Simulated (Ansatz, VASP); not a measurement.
# GaN (GaN(110)): VASP beside Ansatz, part 2 of 3

Wanted: the spread between two codes on one cell, functional and k mesh.  The structure shown is the end of the VASP relaxation below.

VASP 6.6.1 and Ansatz 0.2.0.

So far: Starting point; VASP: relaxation, PBE.

### Step 3. Ansatz: single point, PBE

Level of this step: Ansatz beside VASP: Kohn-Sham DFT, plane waves, PBE (Ansatz).

Ansatz runs on its default PAW (the set named soft_2) files.

The same cell, functional, mesh and smearing now go to Ansatz, which takes its cutoff from its data sets.

The input, input.yaml:

```yaml
crystal:
  lattice:
    - [3.24418851, 0.0, 0.0]
    - [0.0, 4.58797539, 0.0]
    - [0.0, 0.0, 28.97675403]
  atoms:
    - { symbol: Ga, position: [0.0, 0.04276903, 0.28308846] }
    - { symbol: Ga, position: [0.5, 0.49577937, 0.33013291] }
    - { symbol: Ga, position: [0.0, 0.99506174, 0.38839935] }
    - { symbol: Ga, position: [0.5, 0.49351485, 0.44378223] }
    - { symbol: Ga, position: [0.0, 0.99484704, 0.5] }
    - { symbol: Ga, position: [0.5, 0.49351485, 0.55621777] }
    - { symbol: Ga, position: [0.0, 0.99506174, 0.61160065] }
    - { symbol: Ga, position: [0.5, 0.49577937, 0.66986709] }
    - { symbol: Ga, position: [0.0, 0.04276903, 0.71691154] }
    - { symbol: "N", position: [0.0, 0.74175653, 0.33150149] }
    - { symbol: "N", position: [0.5, 0.24683181, 0.27424179] }
    - { symbol: "N", position: [0.0, 0.74387276, 0.44401644] }
    - { symbol: "N", position: [0.5, 0.24565001, 0.38770156] }
    - { symbol: "N", position: [0.0, 0.74387276, 0.55598356] }
    - { symbol: "N", position: [0.5, 0.24468078, 0.5] }
    - { symbol: "N", position: [0.0, 0.74175653, 0.66849851] }
    - { symbol: "N", position: [0.5, 0.24565001, 0.61229844] }
    - { symbol: "N", position: [0.5, 0.24683181, 0.72575821] }
hamiltonian:
  xc: pbe
  pseudopotentials: { kind: paw }
kpoints:
  mp_grid: { grid: [7, 5, 1] }
scf:
  occupations: { method: gaussian, width: 0.03 }
  n_extra_bands: 8
efield:
  axis: 3
  dipole_correction: true
  ramp_width: 0.04
output:
  forces: true
  eigenvalues: true
```

Command:

```bash
$ ansatz run input.yaml --threads 8 --pin off --max-ram 18432MiB --backend cpu --events-out ev --progress --plain --runs-dir out
```

Numbers of over 12 decimals in the logs are rounded to 6 here.

Log:

```text
scf.n_extra_bands = 8 over 81 filled bands (N_el = 162.0): the run solves 89 bands
Engine: ansatz 0.2.0, aarch64-unknown-linux-gnu
Pseudopotentials: kind: paw
Pseudopotential: Ga, paw, valence charge 13, recommended cutoff 420 eV (normal), Ga.paw.azcp
Pseudopotential: N, paw, valence charge 5, recommended cutoff 420 eV (normal), N.paw.azcp
Functional definition: PBE
  parameter kappa = 0.804
  parameter beta = 0.066725
  exchange = pbe_x(kappa = kappa, mu = beta*pi^2/3)
  correlation = pbe_c(beta = beta)
Crystal: 18 atoms, lattice volume = 431.297 Å³
Basis set: ecut = 420 eV, 8493 PW (Γ), exchange–correlation on 48×64×400 points (8 copies of the dense FFT grid, shifted against one another)
Bands: 89, of which v1, the nominal top of the filled ones, is band 81 counted from 1 (80 counted from 0)
Symmetry: 2 space group operations
k-points: 12 of 35 (time reversal used)
Non-local potential: Ga, projectors of the file, l = 0: 2, l = 1: 2, l = 2: 3, l = 3: 1
Non-local potential: N, projectors of the file, l = 0: 2, l = 1: 2, l = 2: 1
PAW form: soft (Blöchl's): semilocal exchange-correlation on the pseudo side does not see the compensation charge
PAW one-centre angular grid: Ga, 590 points (default); XC on 64 Gauss nodes
PAW one-centre angular grid: N, 110 points (default); XC on 64 Gauss nodes
Initial density: superposition of atomic densities (neutral atoms: chi_scale 0, normalization atom), corrected by the library's trained network
Initial wavefunctions: pseudopotential atomic-orbital guess
Functional: x = pbe(κ = 0.804, μ = 0.219515), c = pbe(β = 0.066725)
SCF iter   1: F=—  HF=-37507.979187 eV  |F-HF|=—  |Δ(HF+E_count)|=         —  Δρ=1.72e-3  dr2=1.61e-2  ethr=1.77e-3  p=0.000 e·Å  D=5.30e-14 V/Å  ΔV_dip=-0.00 eV  dr2_dipole=7.84e-9  V_vac-E_F(+/−)=5.11/5.11 eV  ⟨swp⟩=6.8  Hψ=4559  notcnv=0  defer=2
efield: sawtooth ramp at fractional position 0.9800 (placed from the atoms, in the widest stretch of the axis that holds none; the zero of the levels goes with the place), width 0.0400; the density the first Hamiltonian is built on has a dipole p = 0.000 e·Å; the dipole correction subtracts the counter field D = 5.30e-14 V/Å, which shifts the + side's vacuum level by -0.00 eV against the − side's; the planar-averaged density in the ramp window peaks in size at 5.3e-6 e/Å³
preconditioner: auto → Resta (q_TF=auto, 2.317 Å⁻¹)  ε∞=3.5  [insulator: Δε(μ)=1.298 eV  Ē_g=14.263 eV  σ=0.030 eV  W_gap=1.00  n_scr=76 (ndim 8)  ℏωp=22.8 eV  f_vac=0.472  D(μ)=0.00/eV (n_scr^D=0)  ε∞_Penn≈3.5  vacuum switching on, ρ_ref=1.5e-2 e/Å³]
SCF iter   2: F=—  HF=-37507.983226 eV  |F-HF|=—  |Δ(HF+E_count)|=   4.04e-3  Δρ=9.74e-4  dr2=3.11e-3  ethr=9.92e-6  p=0.000 e·Å  D=1.20e-5 V/Å  ΔV_dip=-0.00 eV  dr2_dipole=7.48e-9  V_vac-E_F(+/−)=5.14/5.14 eV  ⟨swp⟩=2.7  Hψ=2354  notcnv=0  defer=23
SCF iter   3: F=—  HF=-37507.983357 eV  |F-HF|=—  |Δ(HF+E_count)|=   1.31e-4  Δρ=4.52e-4  dr2=1.02e-3  ethr=1.92e-6  p=0.000 e·Å  D=2.49e-7 V/Å  ΔV_dip=-0.00 eV  dr2_dipole=5.82e-12  V_vac-E_F(+/−)=5.14/5.14 eV  ⟨swp⟩=2.2  Hψ=1936  notcnv=0  defer=23
SCF iter   4: F=—  HF=-37507.983473 eV  |F-HF|=—  |Δ(HF+E_count)|=   1.16e-4  Δρ=1.15e-4  dr2=5.03e-5  ethr=6.29e-7  p=-0.000 e·Å  D=-4.10e-6 V/Å  ΔV_dip=0.00 eV  dr2_dipole=7.52e-10  V_vac-E_F(+/−)=5.15/5.15 eV  ⟨swp⟩=2.2  Hψ=1363  notcnv=0  defer=23
SCF iter   5: F=—  HF=-37507.983551 eV  |F-HF|=—  |Δ(HF+E_count)|=   7.87e-5  Δρ=5.22e-5  dr2=1.20e-5  ethr=3.10e-8  p=0.000 e·Å  D=1.88e-6 V/Å  ΔV_dip=-0.00 eV  dr2_dipole=2.41e-10  V_vac-E_F(+/−)=5.15/5.15 eV  ⟨swp⟩=2.8  Hψ=2065  notcnv=0  defer=23
SCF iter   6: F=—  HF=-37507.983552 eV  |F-HF|=—  |Δ(HF+E_count)|=   8.76e-7  Δρ=1.85e-5  dr2=1.28e-6  ethr=7.41e-9  p=0.000 e·Å  D=3.26e-7 V/Å  ΔV_dip=-0.00 eV  dr2_dipole=8.66e-12  V_vac-E_F(+/−)=5.15/5.15 eV  ⟨swp⟩=2.0  Hψ=1997  notcnv=0  defer=23
SCF iter   7: F=—  HF=-37507.983553 eV  |F-HF|=—  |Δ(HF+E_count)|=   9.92e-7  Δρ=9.61e-6  dr2=4.17e-7  ethr=7.91e-10  p=-0.000 e·Å  D=-6.39e-7 V/Å  ΔV_dip=0.00 eV  dr2_dipole=1.23e-11  V_vac-E_F(+/−)=5.16/5.16 eV  ⟨swp⟩=2.2  Hψ=2042  notcnv=0  defer=23
SCF iter   8: F=-37507.983553 eV  HF=-37507.983553 eV  |F-HF|=1.96e-8  |Δ(HF+E_count)|=   3.55e-8  Δρ=2.60e-6  dr2=2.20e-8  ethr=6.17e-11  p=-0.000 e·Å  D=-1.89e-7 V/Å  ΔV_dip=0.00 eV  dr2_dipole=1.90e-12  V_vac-E_F(+/−)=5.16/5.16 eV  ⟨swp⟩=9.8  Hψ=5614  notcnv=0
SCF 1 converged in 8 iterations: F = -37507.983553 eV  dr2 = 2.20e-8
  greatest PAW one-centre occupation: 0.996 electrons in one spin orbital (limit 2), on the Ga atom at site 0 (counted from 0), in its partial waves of l = 2
SCF converged after 8 iterations
Free energy (F): -37507.983553 eV
Harris-Foulkes:  -37507.983553 eV  (|F-HF|=1.96e-8)
Internal energy: -37507.983553 eV  (E = F + TS)
E sigma→0 (E₀):  -37507.983553 eV
Fermi energy:    2.283834 eV
Dipole field:    D = 0.000001 V/Å  (p = 0.000003 e·Å, saw-weighted, corrected)
Work function:   Φ+ = 5.1556 eV   Φ− = 5.1556 eV
Levels:          The Fermi level and band energies are counted from a zero that moves with the ramp; work functions are not
--- Per-component energies (eV) ---
  E_band       = -1350.682111
  E_kinetic    = 2198.861884
  E_local      = -212076.025333  (includes V_loc(G=0)·N_el)
  E_nonlocal   = 4264.799563
  E_hartree    = 104693.472978
  E_xc         = -1150.834239
  E_vxc        = -1195.501520  (∫ρ·V_xc dr)
  E_paw        = -19078.068996  (= ΣΔE_a)
  E_vpaw       = -3929.781413  (= ΣTr[D̂ρ^β])
  E_aug_tail   = 0.000176  (compensation charges beyond the density's cutoff)
  E_efield     = 0.000000  (sawtooth field / dipole correction)
  E_vefield    = 0.000000  (∫n·V_field dr)
  E_ewald      = 83639.810416
  E_smearing   = -0.000000  (= −TS)
  E_closure    = 0.000000  (closes the sum)
  Σ components = -37507.983553   (vs F -37507.983553, Δ=0.00e0)
--- Forces (eV/Å), atoms counted from 1 ---
  atom   1  Ga     0.00000000     0.27964730     0.10845596
  atom   2  Ga     0.00000000     0.02039866    -0.03169864
  atom   3  Ga     0.00000000     0.02599564     0.02703117
  atom   4  Ga     0.00000000     0.00158032    -0.00705990
  atom   5  Ga     0.00000000    -0.01667974     0.00000111
  atom   6  Ga     0.00000000     0.00158031     0.00706202
  atom   7  Ga     0.00000000     0.02599565    -0.02702894
  atom   8  Ga     0.00000000     0.02039904     0.03170018
  atom   9  Ga     0.00000000     0.27964771    -0.10845556
  atom  10  N      0.00000000    -0.00319536    -0.02074743
  atom  11  N      0.00000000    -0.29543014     0.29946649
  atom  12  N      0.00000000     0.01026522    -0.00344524
  atom  13  N      0.00000000    -0.02569930     0.04834287
  atom  14  N      0.00000000     0.01026530     0.00344276
  atom  15  N      0.00000000    -0.01052117    -0.00000079
  atom  16  N      0.00000000    -0.00319539     0.02074545
  atom  17  N      0.00000000    -0.02569938    -0.04834514
  atom  18  N      0.00000000    -0.29542994    -0.29946680
  max |Σ_I F_I| component: 7.53e-5 eV/Å
--- Band table (eV; the first three rows and the last of 12) ---
  k-point 0: bands = [... 77 lower, 1.3956, 1.4680, 1.5386, 1.6357, 2.9320, 3.5651, 4.5505, 5.0698, ... 4 higher]
  k-point 1: bands = [... 77 lower, 1.1649, 1.1910, 1.4721, 1.5588, 3.9102, 4.0769, 4.7035, 5.3461, ... 4 higher]
  k-point 2: bands = [... 77 lower, 0.6827, 0.7075, 1.3984, 1.4157, 4.8001, 4.8159, 5.5565, 5.6908, ... 4 higher]
  k-point 11: bands = [... 77 lower, 0.4565, 0.5024, 1.3384, 1.4390, 4.8073, 4.9108, 6.2452, 6.6354, ... 4 higher]
```

The job ended after 18 s (8 threads of Arm Neoverse N1, shared host; peak memory 1.8 GiB).

The column dr2 measures how far the density is from self-consistency, as an energy; F and HF (Harris–Foulkes) agree once it is small.

### Step 4. Comparison

Known differences besides the PAW data sets themselves: the data sets hold 162 valence electrons in Ansatz (default PAW (the set named soft_2) files) and 72 in VASP; the cutoff is 420 eV in Ansatz and 440 eV in VASP (PREC = Normal, projectors in real space); VASP leaves aspherical gradient terms in its spheres out (LASPH is not set), Ansatz keeps them. Total energies have different zeros and are not compared.

Compared:

```tsv
quantity	Ansatz	VASP	difference
gap on the k mesh (eV)	1.296	1.339	-0.042
```

At this near-relaxed geometry the largest component of a force difference is 313 meV/Å.

### Step 5. What moves the difference

The difference is large enough to ask for its cause, so further runs change the set-up of one program at a time, as the table lists.

```tsv
run	r.m.s. force difference (meV/Å)
as above	102
norm-conserving potentials (cutoff 1240 eV)	99
```

### Step 6. VASP: band structure, PBE

Levels along a path test the potential and the projectors away from the mesh points.

The input, INCAR:

```
SYSTEM = GaN
PREC = Normal
ENCUT = 440
EDIFF = 1E-06
NELM = 120
ISMEAR = 0
SIGMA = 0.03
LREAL = Auto
ALGO = Fast
GGA = PE
NBANDS = 54
LORBIT = 11
LWAVE = .FALSE.
LCHARG = .TRUE.
KPAR = 4
IDIPOL = 3
LDIPOL = .TRUE.
DIPOL = 0.5 0.5 0.5
LVHAR = .TRUE.
LVACPOTAV = .TRUE.
NEDOS = 1500
```

The input, POSCAR:

```
GaN
1.0
    3.2441885076      0.0000000000      0.0000000000
    0.0000000000      4.5879753864      0.0000000000
    0.0000000000      0.0000000000     28.9767540306
Ga N
9 9
Direct
    0.0000000000      0.0427690275      0.2830884569
    0.5000000000      0.4957793651      0.3301329117
    0.0000000000      0.9950617386      0.3883993528
    0.5000000000      0.4935148546      0.4437822256
    0.0000000000      0.9948470418      0.5000000000
    0.5000000000      0.4935148546      0.5562177744
    0.0000000000      0.9950617386      0.6116006472
    0.5000000000      0.4957793651      0.6698670883
    0.0000000000      0.0427690275      0.7169115431
    0.0000000000      0.7417565252      0.3315014947
    0.5000000000      0.2468318061      0.2742417899
    0.0000000000      0.7438727629      0.4440164390
    0.5000000000      0.2456500114      0.3877015560
    0.0000000000      0.7438727629      0.5559835610
    0.5000000000      0.2446807755      0.5000000000
    0.0000000000      0.7417565252      0.6684985053
    0.5000000000      0.2456500114      0.6122984440
    0.5000000000      0.2468318061      0.7257582101
```

The input, KPOINTS:

```
Automatic mesh
0
Gamma
7 5 1
0 0 0
```

The input, KPOINTS_OPT:

```
Line mode
14
Line-mode
Reciprocal
  0.00000000   0.00000000   0.00000000 GAMMA
  0.50000000   0.00000000   0.00000000 X

  0.50000000   0.00000000   0.00000000 X
  0.50000000   0.50000000   0.00000000 S

  0.50000000   0.50000000   0.00000000 S
  0.00000000   0.50000000   0.00000000 Y

  0.00000000   0.50000000   0.00000000 Y
  0.00000000   0.00000000   0.00000000 GAMMA

  0.00000000   0.00000000   0.00000000 GAMMA
  0.50000000   0.50000000   0.00000000 S
```

The projector-augmented-wave data sets are Ga and N (PBE family, release 64).

Command:

```bash
$ mpirun -np 4 vasp_std
```

Log:

```text
[... set-up lines as in an earlier step ...]
 entering main loop
       N       E                     dE             d eps       ncg     rms          rms(c)
DAV:   1     0.461087963632E+03    0.46109E+03   -0.26733E+04  1296   0.957E+02
DAV:   2    -0.489773216474E+02   -0.51007E+03   -0.48812E+03  1720   0.229E+02
DAV:   3    -0.122624578460E+03   -0.73647E+02   -0.72534E+02  1592   0.894E+01
DAV:   4    -0.125451498435E+03   -0.28269E+01   -0.28095E+01  1720   0.200E+01
[...]
RMM:  22    -0.106162946495E+03   -0.13170E-04   -0.93818E-07  1127   0.162E-03    0.246E-04
RMM:  23    -0.106162948529E+03   -0.20332E-05   -0.22602E-07   958   0.109E-03    0.102E-04
RMM:  24    -0.106162949291E+03   -0.76202E-06   -0.11343E-07   855   0.905E-04
 -----------------------------------------------------------------------------
|                                                                             |
|           W    W    AA    RRRRR   N    N  II  N    N   GGGG   !!!           |
|           W    W   A  A   R    R  NN   N  II  NN   N  G    G  !!!           |
[...]
|                                                                             |
 -----------------------------------------------------------------------------

   1 F= -.10616295E+03 E0= -.10616295E+03  d E =-.807408E-12
 Start KPOINTS_OPT (optional k-point list driver)
k-point batch [1-12\70]
       N       E                     dE             ncg
DAV:   1     0.300326867186E+02   -0.98419E+04     1296
DAV:   2    -0.537053532754E+04   -0.54006E+04     1736
DAV:   3    -0.612787323447E+04   -0.75734E+03     1536
DAV:   4    -0.615816511978E+04   -0.30292E+02     1696
[...]
DAV:   8    -0.615910128858E+04   -0.56060E-04     1712
DAV:   9    -0.615910129152E+04   -0.29406E-05     1424
DAV:  10    -0.615910129170E+04   -0.18030E-06     1088
[...]
k-point batch [61-70\70]
       N       E                     dE             ncg
DAV:   1     0.219506355909E+03   -0.17386E+05     1080
DAV:   2    -0.425440763371E+04   -0.44739E+04     1470
DAV:   3    -0.485420904743E+04   -0.59980E+03     1328
DAV:   4    -0.487761157079E+04   -0.23403E+02     1472
[...]
DAV:   8    -0.487836621199E+04   -0.48053E-04     1440
DAV:   9    -0.487836621452E+04   -0.25316E-05     1224
DAV:  10    -0.487836621468E+04   -0.16397E-06      992
```

OUTCAR, selected parts (step 6):

```text
  Total        0.2367357     -1.0701985     -1.6371579      0.0000000      0.0000000      0.0000000
  in kB        0.8794222     -3.9755572     -6.0816895      0.0000000      0.0000000      0.0000000
  external PRESSURE =      -3.0592749 kB  Pullay stress =       0.0000000 kB

 POSITION                                       TOTAL-FORCE (eV/Angst)
 -----------------------------------------------------------------------------------
      0.00000      0.19622      8.20298        -0.000000      0.010961      0.017416
      1.62209      2.27462      9.56618        -0.000000     -0.016923      0.019362
      0.00000      4.56532     11.25455        -0.000000     -0.005979     -0.009883
      1.62209      2.26423     12.85937        -0.000000      0.009297     -0.003100
      0.00000      4.56433     14.48838        -0.000000     -0.006935      0.000000
      1.62209      2.26423     16.11739        -0.000000      0.009297      0.003100
      0.00000      4.56532     17.72220        -0.000000     -0.005979      0.009883
      1.62209      2.27462     19.41057        -0.000000     -0.016923     -0.019362
      0.00000      0.19622     20.77377        -0.000000      0.010961     -0.017416
      0.00000      3.40316      9.60584        -0.000000     -0.006005      0.025258
      1.62209      1.13246      7.94664         0.000000      0.004569     -0.014082
      0.00000      3.41287     12.86616         0.000000      0.008377     -0.004634
      1.62209      1.12704     11.23433        -0.000000      0.001770     -0.005781
      0.00000      3.41287     16.11060         0.000000      0.008377      0.004634
[...]
-----------------------------------------------------------------------------------
    total drift:                                0.000000     -0.092372     -0.000040

  FREE ENERGIE OF THE ION-ELECTRON SYSTEM (eV)
  ---------------------------------------------------
  free  energy   TOTEN  =      -106.1629492906 eV

  energy  without entropy=     -106.1629492906  energy(sigma->0) =     -106.16294929

[... 2 parts as in an earlier step ...]

[... 1 further part left out ...]
[key lines of the parts left out:]
E-fermi :  -1.4379
```

[end of part 2 of 3]

[Lines on the potential files, build, host, timing and source positions are cut from VASP's logs without a mark.]

[Logs are printed without paths, hosts, clocks, repeated set-up lines and the standing remarks that a program may print on its own settings, such as how far it seeks lower states.]

[Hosts, paths, dates, database ids (printed as entryN), source tags and the programs' standing remarks are cut or masked in the printed files.]
